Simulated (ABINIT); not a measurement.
# GaN: single point with PBEsol

GaN:

```
Ga N
1.0
     3.18000    0.00000    0.00000
    -1.59000    2.75396    0.00000
     0.00000    0.00000    5.16600
Ga N
2 2
Direct
  0.66667 0.33333 0.50000
  0.33333 0.66667 0.00000
  0.66667 0.33333 0.87500
  0.33333 0.66667 0.37500
```

* Program: ABINIT 10.8.3 (patched build)
* Task: single point
* Functional: PBEsol
* Potentials or basis: PseudoDojo NC SR PBEsol v0.4.1 standard
* Cutoff: 980 eV
* k mesh: 8 × 8 × 4
* Occupations: fermi-dirac, width 0.05 eV
* Spin: no spin polarisation

```yaml
Pressure: -0.9 GPa
Largest_force: 0.133 eV/Å
Band_gap_on_the_k_mesh: 1.95 eV, direct
Valence_electrons_inside_the_program's_atomic_spheres: Ga 10.90; N 5.25
```

Forces in eV/Å, atoms in the order of the input:
```
Ga   0.000  0.000 -0.133
Ga   0.000  0.000 -0.133
N    0.000  0.000  0.133
N    0.000  0.000  0.133
```

Stress tensor (GPa, compression positive):
```
-1.55  0.00  0.00
 0.00 -1.55  0.00
 0.00  0.00  0.51
```

Levels at points of the mesh, in eV from the valence-band top:
```csv
k point,band 15,band 16,band 17,band 18,band 19,band 20,band 21,band 22
"(0.00, 0.00, 0.00)",-1.07,-0.06,0.00,0.00,1.95,4.25,9.17,9.86
"(0.50, 0.00, 0.00)",-4.32,-2.81,-2.30,-1.00,4.97,5.56,5.99,8.63
"(0.00, 0.00, 0.50)",-0.55,-0.55,-0.55,-0.55,4.26,4.26,8.46,8.46
"(0.50, 0.00, 0.50)",-1.98,-1.98,-1.94,-1.94,4.34,4.34,7.78,7.78
```

It took 26 s on 4 MPI ranks on Arm Neoverse V1, on a shared host, peak memory 0.32 GiB a rank.

Caveat: the cutoff is short for stress, so the pressure is rough. A hybrid or GW would open this gap; PBEsol tends to underestimate it.
